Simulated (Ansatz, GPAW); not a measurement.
# A Ga chain with one P atom in line: relaxation, then transmission at several levels, part 2 of 3

How well does a Ga chain with one P atom in line conduct once its atoms have relaxed, and how much do cheaper levels lose?

GPAW 26.7.0 and Ansatz 0.2.0; Ansatz plane waves; relaxation of the junction with the lead ends held (the session's first sound run).

So far, transmission at the Fermi level (one spin): step 3 (plane-wave reference (PBE)) 0.172.

## 4. Double-zeta polarised basis

Localised orbitals split the wire into layers that couple to their neighbours alone, which is what the Green's function method needs; double zeta with polarisation is the usual level for numbers.

This step: GPAW LCAO, PAW setups; Landauer transmission from Green's functions with principal layers (ASE), zero bias (GPAW 26.7.0).

The input, run.py:

```python
import json
import numpy as np
from ase import Atoms
from ase.transport.calculators import TransportCalculator
from gpaw import GPAW, FermiDirac
from gpaw.lcao.tools import get_lcao_hamiltonian
from scipy.linalg import eigh

# The junction with lead layers at both ends, along the third cell vector
device = Atoms(
    ['Ga', 'Ga', 'Ga', 'Ga', 'Ga', 'Ga', 'P', 'Ga', 'Ga', 'Ga', 'Ga', 'Ga', 'Ga'],
    positions=[
        [4.50000, 4.50000, 1.27500],
        [4.50000, 4.50000, 3.82500],
        [4.50000, 4.50000, 6.37500],
        [4.50000, 4.50000, 8.92500],
        [5.29558, 3.85810, 11.57422],
        [4.66148, 4.39993, 14.35845],
        [5.48107, 3.81124, 16.39054],
        [4.65086, 4.42622, 18.38478],
        [4.10197, 5.48984, 21.00981],
        [4.50000, 4.50000, 23.64660],
        [4.50000, 4.50000, 26.19660],
        [4.50000, 4.50000, 28.74660],
        [4.50000, 4.50000, 31.29660]],
    cell=[[9.0, 0.0, 0.0], [0.0, 9.0, 0.0], [0.0, 0.0, 32.5716]],
    pbc=True)

# One principal layer of the lead: the first 3 atoms of the device
lead = Atoms(
    ['Ga', 'Ga', 'Ga'],
    positions=[
        [4.50000, 4.50000, 1.27500],
        [4.50000, 4.50000, 3.82500],
        [4.50000, 4.50000, 6.37500]],
    cell=[[9.0, 0.0, 0.0], [0.0, 9.0, 0.0], [0.0, 0.0, 7.65]],
    pbc=True)

settings = dict(mode='lcao', basis='dzp', xc='PBE', h=0.2,
                occupations=FermiDirac(0.1), maxiter=250,
                mixer=dict(beta=0.1, nmaxold=8, weight=100.0),
                convergence=dict(density=0.0001))
energies = np.arange(-2, 2 + 1e-9, 0.025)
eta = 0.0001
n1, n2 = 1, 1
# k and -k transmit alike, so half of the mesh across the current serves
mesh = [(i, j) for i in range(n1) for j in range(n2) if (i, j) <= (-i % n1, -j % n2)]
weights = np.array([1 if (i, j) == (-i % n1, -j % n2) else 2 for i, j in mesh]) / (n1 * n2)

# [... helper functions left out ...]
fermi_lead = ground_state(lead, (1, 1, 15), 'lead.txt')
fermi_device = ground_state(device, (1, 1, 3), 'device.txt')
# [... loop over the mesh left out, but for ...]
        # Shift the lead onto the potential of the device's first layer
        shift = ((H[:, 0, 0] - H0[:, 0, 0]) / S0[0, 0]).real.mean()
# [...]
kT = 8.617333e-5 * 300
bias = [0.1, 0.2, 0.5, 1.0, 1.5, 2.0]
# [... integrals and printing left out ...]
```

Run with:

```
OMP_NUM_THREADS=1 OPENBLAS_NUM_THREADS=1 python run.py
```

Elapsed: 70 s, on 1 thread of Intel Xeon Platinum 8375C at 2.90GHz (Ice Lake), shared host; peak memory 1.1 GiB.

This step gave:

| Item | Value |
| --- | --- |
| conductance | 0.1802 G₀ |
| thermopower | -19.66 μV/K |
| largest coupling past the next principal layer | 6.03e-5 eV |
| largest misfit of the first principal layer | 0.04807 eV |
| shift that aligns the lead | -0.03063 eV |
| basis functions of the junction | 169 |
| basis functions of a principal layer | 39 |
| transmission at the Fermi level (one spin) | 0.1819 |

One spin. The transmission, zone mean by energy, zero at the Fermi level:

```
energy (eV)  transmission, zone mean
     -2.000                   0.0585
     -1.900                   0.0587
     -1.800                   0.0590
     -1.700                   0.0576
     -1.600                   0.0460
     -1.500                   7.5e-7
     -1.450                    0.324
     -1.400                    0.149
     -1.300                   0.0520
     -1.200                  0.00165
     -1.100                   0.0635
     -1.000                   0.0742
     -0.900                   0.0518
     -0.800                   0.0317
     -0.700                   0.0190
     -0.600                   0.0115
     -0.500                  0.00720
     -0.400                  0.00467
     -0.300                  0.00314
     -0.200                   0.0520
     -0.100                    0.125
      0.000                    0.182
      0.100                    0.223
      0.200                    0.272
      0.300                    0.346
      0.400                    0.458
      0.500                    0.608
      0.600                    0.781
      0.700                    0.951
      0.800                     1.10
      0.900                     1.24
      1.000                     1.37
      1.100                     1.48
      1.200                     1.57
      1.300                     1.65
      1.400                     1.70
      1.500                     1.75
      1.600                     1.81
      1.700                     1.88
      1.800                     1.98
      1.900                     2.11
      2.000                     2.24
```

Not self-consistent under bias; the bias window is split evenly. Current through one cell, from the zero-bias transmission against bias:

```
bias (V)  current through one cell, from the zero-bias transmission (μA)
   0.100                                                            1.39
   0.200                                                            2.76
   0.500                                                            6.65
   1.000                                                            15.3
   1.500                                                            31.5
   2.000                                                            55.8
```

Transmission of the three most open eigenchannels against energy, zero at the Fermi level:

| energy (eV) | channel 1 | channel 2 | channel 3 |
| --- | --- | --- | --- |
| -2.000 | 0.0585 | 0 | 0 |
| -1.900 | 0.0587 | 0 | 0 |
| -1.800 | 0.0590 | 0 | 0 |
| -1.700 | 0.0576 | 0 | 0 |
| -1.600 | 0.0460 | 0 | 0 |
| -1.500 | 7.5e-7 | 0 | 0 |
| -1.400 | 0.149 | 0 | 0 |
| -1.300 | 0.0520 | 0 | 0 |
| -1.200 | 0.00165 | 0 | 0 |
| -1.100 | 0.0635 | 0 | 0 |
| -1.000 | 0.0742 | 0 | 0 |
| -0.900 | 0.0518 | 0 | 0 |
| -0.800 | 0.0317 | 0 | 0 |
| -0.700 | 0.0190 | 0 | 0 |
| -0.600 | 0.0115 | 0 | 0 |
| -0.500 | 0.00720 | 0 | 0 |
| -0.400 | 0.00467 | 5.6e-12 | 0 |
| -0.300 | 0.00314 | 8.5e-9 | 3.5e-10 |
| -0.200 | 0.0314 | 0.0150 | 0.00560 |
| -0.100 | 0.0675 | 0.0426 | 0.0154 |
| 0.000 | 0.0953 | 0.0627 | 0.0239 |
| 0.100 | 0.113 | 0.0781 | 0.0326 |
| 0.200 | 0.134 | 0.0940 | 0.0447 |
| 0.300 | 0.172 | 0.111 | 0.0627 |
| 0.400 | 0.236 | 0.134 | 0.0873 |
| 0.500 | 0.322 | 0.170 | 0.117 |
| 0.600 | 0.410 | 0.222 | 0.149 |
| 0.700 | 0.474 | 0.290 | 0.187 |
| 0.800 | 0.508 | 0.367 | 0.229 |
| 0.900 | 0.542 | 0.424 | 0.276 |
| 1.000 | 0.610 | 0.434 | 0.326 |
| 1.100 | 0.683 | 0.426 | 0.373 |
| 1.200 | 0.742 | 0.428 | 0.405 |
| 1.300 | 0.782 | 0.454 | 0.411 |
| 1.400 | 0.808 | 0.474 | 0.421 |
| 1.500 | 0.824 | 0.491 | 0.439 |
| 1.600 | 0.833 | 0.526 | 0.451 |
| 1.700 | 0.838 | 0.592 | 0.453 |
| 1.800 | 0.847 | 0.682 | 0.454 |
| 1.900 | 0.885 | 0.766 | 0.460 |
| 2.000 | 0.965 | 0.803 | 0.468 |

At the Fermi level T is 0.182 against 0.172 in plane waves. Couplings past the next layer reach 6.0e-5 eV, small enough to drop; the matrix elements of the cell's first layer differ from the bulk lead's by up to 0.048 eV. That layer keeps its own values in the calculation, and only beyond it is the lead taken as perfect. The Fermi levels of lead and junction count from different zeros of potential, one for each periodic cell; with both set to zero, the small remaining shift is what aligns them. By hand: G = 0.1802 × 77.48 μS = 14.0 μS, a resistance of 71.6 kΩ; at 0.1 V a linear junction would pass 1.40 μA, and the integral over the bias window gives 1.39 μA. Mott's formula, S = -(π²/3)(k_B²T/e) d ln T/dE, has the prefactor 7.33 μV/K·eV at 300 K; T = 0.1701 at -0.025 eV and 0.1927 at 0.025 eV give a slope of 2.49 per eV and S = -18.3 μV/K, beside -19.7 μV/K from the thermal integral, which interpolates the same grid.

## 5. GPAW, szp: basis = "szp(dzp)"

One radial function a shell plus polarisation makes the matrices smaller; the question is what that costs.

Edit run.py of step 4 so:

```diff
@@ -38,3 +38,3 @@
 
-settings = dict(mode='lcao', basis='dzp', xc='PBE', h=0.2,
+settings = dict(mode='lcao', basis='szp(dzp)', xc='PBE', h=0.2,
                 occupations=FermiDirac(0.1), maxiter=250,
```

Run time: 71 s. Hardware: 1 thread; peak memory 1.1 GiB.

Numbers from this step:

```yaml
conductance: 0.1854 G₀
thermopower: -18.95 μV/K
largest_coupling_past_the_next_principal_layer: 5.81e-5 eV
largest_misfit_of_the_first_principal_layer: 0.05742 eV
shift_that_aligns_the_lead: -0.03385 eV
basis_functions_of_the_junction: 117
basis_functions_of_a_principal_layer: 27
transmission_at_the_fermi_level_one_spin: 0.1878
```

One spin. Table of transmission, zone mean by energy, zero at the Fermi level:

| energy (eV) | transmission, zone mean |
| --- | --- |
| -2.000 | 0.0492 |
| -1.900 | 0.0417 |
| -1.800 | 0.0265 |
| -1.700 | 3.9e-8 |
| -1.600 | 2.1e-8 |
| -1.500 | 1.1e-6 |
| -1.450 | 0.990 |
| -1.400 | 0.622 |
| -1.300 | 0.304 |
| -1.200 | 0.0758 |
| -1.100 | 5.7e-5 |
| -1.000 | 0.0191 |
| -0.900 | 0.0253 |
| -0.800 | 0.0210 |
| -0.700 | 0.0151 |
| -0.600 | 0.0104 |
| -0.500 | 0.00708 |
| -0.400 | 0.00493 |
| -0.300 | 0.00354 |
| -0.200 | 0.0463 |
| -0.100 | 0.129 |
| 0.000 | 0.188 |
| 0.100 | 0.226 |
| 0.200 | 0.274 |
| 0.300 | 0.349 |
| 0.400 | 0.466 |
| 0.500 | 0.624 |
| 0.600 | 0.805 |
| 0.700 | 0.979 |
| 0.800 | 1.13 |
| 0.900 | 1.27 |
| 1.000 | 1.39 |
| 1.100 | 1.50 |
| 1.200 | 1.59 |
| 1.300 | 1.65 |
| 1.400 | 1.71 |
| 1.500 | 1.76 |
| 1.600 | 1.81 |
| 1.700 | 1.89 |
| 1.800 | 1.99 |
| 1.900 | 2.12 |
| 2.000 | 2.25 |

The conductance, 0.185 G₀, lies 2.9 % above that of the dzp run.

## 6. GPAW, sz: basis = "sz(dzp)"

The minimal basis is the cheapest rung: no second zeta and no polarisation.

Edit run.py of step 5 so:

```diff
@@ -38,3 +38,3 @@
 
-settings = dict(mode='lcao', basis='szp(dzp)', xc='PBE', h=0.2,
+settings = dict(mode='lcao', basis='sz(dzp)', xc='PBE', h=0.2,
                 occupations=FermiDirac(0.1), maxiter=250,
```

Elapsed: 46 s, on 1 thread; peak memory 0.96 GiB.

This step gave:

```yaml
conductance: 0.1843 G₀
thermopower: -17.55 μV/K
largest_coupling_past_the_next_principal_layer: 5.75e-5 eV
largest_misfit_of_the_first_principal_layer: 0.05195 eV
shift_that_aligns_the_lead: -0.03633 eV
basis_functions_of_the_junction: 52
basis_functions_of_a_principal_layer: 12
transmission_at_the_fermi_level_one_spin: 0.1870
```

The conductance, 0.184 G₀, lies 2.3 % above that of the dzp run.

## 7. revPBE in the dzp basis: xc = "revPBE"

Back in the dzp basis, the functional changes from PBE to revPBE, to set the spread between functionals beside that between bases.

Edit run.py of step 6 so:

```diff
@@ -38,3 +38,3 @@
 
-settings = dict(mode='lcao', basis='sz(dzp)', xc='PBE', h=0.2,
+settings = dict(mode='lcao', basis='dzp', xc='revPBE', h=0.2,
                 occupations=FermiDirac(0.1), maxiter=250,
```

Elapsed: 75 s, on 1 thread; peak memory 1.1 GiB.

Numbers from this step:

```
conductance                                    : 0.1691 G₀
thermopower                                    : -19.73 μV/K
largest coupling past the next principal layer : 6.04e-5 eV
largest misfit of the first principal layer    : 0.04775 eV
shift that aligns the lead                     : -0.03109 eV
basis functions of the junction                : 169
basis functions of a principal layer           : 39
transmission at the Fermi level (one spin)     : 0.1706
```

One spin. Table of transmission, zone mean by energy, zero at the Fermi level:

energy (eV), transmission, zone mean and a bar:
```
   -2.000       0.06 #
   -1.800       0.07 #
   -1.600       0.08 #
   -1.475       0.23 ###
   -1.400       0.09 #
   -1.200       0.01 
   -1.000       0.08 #
   -0.800       0.03 
   -0.600       0.01 
   -0.400       0.00 
   -0.200       0.05 #
    0.000       0.17 ##
    0.200       0.26 ###
    0.400       0.44 ######
    0.600       0.77 ##########
    0.800       1.09 ###############
    1.000       1.36 ##################
    1.200       1.57 #####################
    1.400       1.70 #######################
    1.600       1.81 ########################
    1.800       1.98 ###########################
    2.000       2.23 ##############################
```

The conductance, 0.169 G₀, lies 6.1 % below that of the dzp run.

## 8. The structure as built: geometry = "as built"

The dzp basis with PBE on the structure as first built shows what the relaxation was worth.

Edit run.py of step 7 so:

```diff
@@ -16,7 +16,7 @@
         [4.50000, 4.50000, 8.92500],
-        [5.29558, 3.85810, 11.57422],
-        [4.66148, 4.39993, 14.35845],
-        [5.48107, 3.81124, 16.39054],
-        [4.65086, 4.42622, 18.38478],
-        [4.10197, 5.48984, 21.00981],
+        [4.50000, 4.50000, 11.47500],
+        [4.50000, 4.50000, 14.02500],
+        [4.50000, 4.50000, 16.28580],
+        [4.50000, 4.50000, 18.54660],
+        [4.50000, 4.50000, 21.09660],
         [4.50000, 4.50000, 23.64660],
@@ -38,3 +38,3 @@
 
-settings = dict(mode='lcao', basis='dzp', xc='revPBE', h=0.2,
+settings = dict(mode='lcao', basis='dzp', xc='PBE', h=0.2,
                 occupations=FermiDirac(0.1), maxiter=250,
```

It took 58 s on 1 thread; peak memory 1.1 GiB.

This step gave:

* conductance: 1.736 G₀
* thermopower: -4.395 μV/K
* largest coupling past the next principal layer: 6.03e-5 eV
* largest misfit of the first principal layer: 0.03463 eV
* shift that aligns the lead: -0.004781 eV
* transmission at the Fermi level (one spin): 1.755

The conductance, 1.74 G₀, lies a factor of 9.6 above that of the dzp run.

## 9. Cost and result by level

Times are wall times on the hardware named with each run. The runs compared:

| no. | run | conductance (G₀) | time | memory (GiB) |
| --- | --- | --- | --- | --- |
| 1 | pw PBE | 0.1706 | 78 s | 2.7 |
| 2 | dzp | 0.1802 | 70 s | 1.1 |
| 3 | szp | 0.1854 | 71 s | 1.1 |
| 4 | sz | 0.1843 | 46 s | 0.96 |
| 5 | dzp revPBE | 0.1691 | 75 s | 1.1 |
| 6 | asbuilt | 1.736 | 58 s | 1.1 |

## 10. Comparison

The curves are compared point by point over the common energies.

This step: comparison of transmission and cost over codes, levels and geometry (GPAW 26.7.0).

Ladder, by row:

```
      step    code  T at the Fermi level (sum over the listed spins)  conductance (G0)  r.m.s. T(E) from the first  wall time (s)  peak memory (GiB)  threads
    pw-pbe  Ansatz                                            0.1717            0.1706                           0          78.33              2.651        4
       dzp    GPAW                                            0.1819            0.1802                      0.0913          69.79               1.06        1
       szp    GPAW                                            0.1878            0.1854                      0.1375          70.82               1.05        1
        sz    GPAW                                             0.187            0.1843                      0.1367          46.29               0.96        1
dzp-revPBE    GPAW                                            0.1706            0.1691                     0.09235          74.77               1.07        1
   asbuilt    GPAW                                             1.755             1.736                      0.9009           58.4               1.07        1
```

The transmission, zone mean, sum over the listed spins by energy, zero at the Fermi level:

```csv
energy (eV),pw-pbe,dzp,szp,sz,dzp-revPBE,asbuilt
-2.000,0.0519,0.0585,0.0492,0.0615,0.0647,0.861
-1.900,0.0508,0.0587,0.0417,0.0488,0.0664,0.865
-1.800,0.0494,0.0590,0.0265,0.0176,0.0696,0.872
-1.700,0.0452,0.0576,3.9e-8,2.2e-8,0.0736,0.885
-1.600,0.0294,0.0460,2.1e-8,1.2e-7,0.0759,0.916
-1.500,0,7.5e-7,1.1e-6,0.942,0.0220,1.4e-4
-1.450,0,0.324,0.990,0.694,0.123,2.5e-4
-1.425,0.445,0.193,0.793,0.625,0.105,0.485
-1.400,0.245,0.149,0.622,0.571,0.0934,0.643
-1.300,0.0742,0.0520,0.304,0.359,0.0339,0.771
-1.200,9.2e-6,0.00165,0.0758,0.0854,0.00789,0.799
-1.100,0.245,0.0635,5.7e-5,5.7e-4,0.0767,0.812
-1.000,0.0782,0.0742,0.0191,0.0184,0.0766,0.820
-0.900,0.0555,0.0518,0.0253,0.0243,0.0501,0.825
-0.800,0.0338,0.0317,0.0210,0.0208,0.0298,0.829
-0.700,0.0200,0.0190,0.0151,0.0156,0.0177,0.832
-0.600,0.0120,0.0115,0.0104,0.0113,0.0107,0.835
-0.500,0.00738,0.00720,0.00708,0.00812,0.00666,0.837
-0.400,0.00470,0.00467,0.00493,0.00595,0.00433,0.839
-0.300,0.00309,0.00314,0.00354,0.00445,0.00292,0.841
-0.200,0.0539,0.0520,0.0463,0.0471,0.0497,1.12
-0.100,0.120,0.125,0.129,0.130,0.118,1.56
0.000,0.172,0.182,0.188,0.187,0.171,1.75
0.100,0.213,0.223,0.226,0.220,0.210,1.78
0.200,0.262,0.272,0.274,0.261,0.258,1.74
0.300,0.333,0.346,0.349,0.326,0.331,1.71
0.400,0.438,0.458,0.466,0.430,0.443,1.69
0.500,0.579,0.608,0.624,0.574,0.594,1.69
0.600,0.742,0.781,0.805,0.741,0.769,1.71
0.700,0.903,0.951,0.979,0.906,0.940,1.75
0.800,1.05,1.10,1.13,1.05,1.09,1.81
0.900,1.18,1.24,1.27,1.19,1.23,1.87
1.000,1.30,1.37,1.39,1.30,1.36,1.94
1.100,1.40,1.48,1.50,1.41,1.48,2.01
1.200,1.48,1.57,1.59,1.49,1.57,2.07
1.300,1.54,1.65,1.65,1.55,1.65,2.14
1.400,1.58,1.70,1.71,1.59,1.70,2.21
1.500,1.61,1.75,1.76,1.63,1.75,2.27
1.600,1.64,1.81,1.81,1.66,1.81,2.33
1.700,1.69,1.88,1.89,1.71,1.88,2.39
1.800,1.77,1.98,1.99,1.77,1.98,2.45
1.900,1.88,2.11,2.12,1.87,2.11,2.51
2.000,1.97,2.24,2.25,1.99,2.23,2.56
```

[end of part 2 of 3]

[Logs are printed without paths, hosts, clocks, repeated set-up lines and the standing remarks that a program may print on its own settings, such as how far it seeks lower states.]

[Hosts, paths, dates, database ids (printed as entryN), source tags and the programs' standing remarks are cut or masked in the printed files.]
